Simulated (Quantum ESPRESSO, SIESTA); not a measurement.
# In-plane stress of wurtzite AlN under biaxial strain, SIESTA DZP, PBEsol

Calculated with SIESTA 5.4.2: PBEsol; DZP orbitals, shift 0.01 Ry, mesh 400 Ry; k-mesh 8×8×4. The first two cell vectors are strained alike from typed lattice constants; the third vector's length and the atoms are relaxed. The geometries are those relaxed at QE, PBEsol. The typed cell isn't stress-free: at zero strain the reference's in-plane stress is -2.2 GPa, compression positive.

```
in-plane strain (%)  in-plane stress (GPa, compression positive)
                 -4                                        20.43
                 -3                                            ?
                 -2                                        9.374
                 -1                                         4.41
                  0                                      -0.2259
                 +1                                       -4.441
                 +2                                       -8.296
                 +3                                       -11.71
                 +4                                       -14.78
```

**Question.** Fit a second-order form in the logarithmic strain to the rows given and interpolate to the withheld row.

**Working.**

With u = ln[(1 + ε)/(1 + ε0)], counted from the row at ε0 = +0 % where y0 = -0.2259, a second-order form y = y0 + a u + b u² makes v = (y − y0)/u a line in u.

| u | v |
| --- | --- |
| -0.0408220 | -505.999 |
| -0.0202027 | -475.179 |
| -0.0100503 | -461.268 |
| 0.00995033 | -423.614 |
| 0.0198026 | -407.527 |
| 0.0295588 | -388.517 |
| 0.0392207 | -371.082 |

With n = 7: mean u = 0.00392249, mean v = -433.312, Σ(u − ū)² = 0.0049710, Σ(u − ū)(v − v̄) = 8.4659. Slope b = 8.4659 / 0.0049710 = 1703.1; intercept a = v̄ − b ū = -439.99.

At the withheld row u = -0.03046, v = a + b u = -491.9, and y = y0 + u v.

Prediction at -3: 14.76 GPa. The run gave 14.7 GPa, so the fit is high by 0.056 GPa (0.38 % of the value).

The first-order term gives a biaxial modulus of 440 GPa at ε0. The second-order term makes up 11 % of v at the withheld row. Among the rows given, the largest miss of the fit is at -4, by 0.14 GPa (0.41 % of the range of the table).

Limits: The nuclei are static. The DFT runs use Fermi–Dirac occupations of width 0.01 eV, and energies are free energies.

[Logs are printed without paths, hosts, clocks, repeated set-up lines and the standing remarks that a program may print on its own settings, such as how far it seeks lower states.]

[Hosts, paths, dates, database ids (printed as entryN), source tags and the programs' standing remarks are cut or masked in the printed files.]
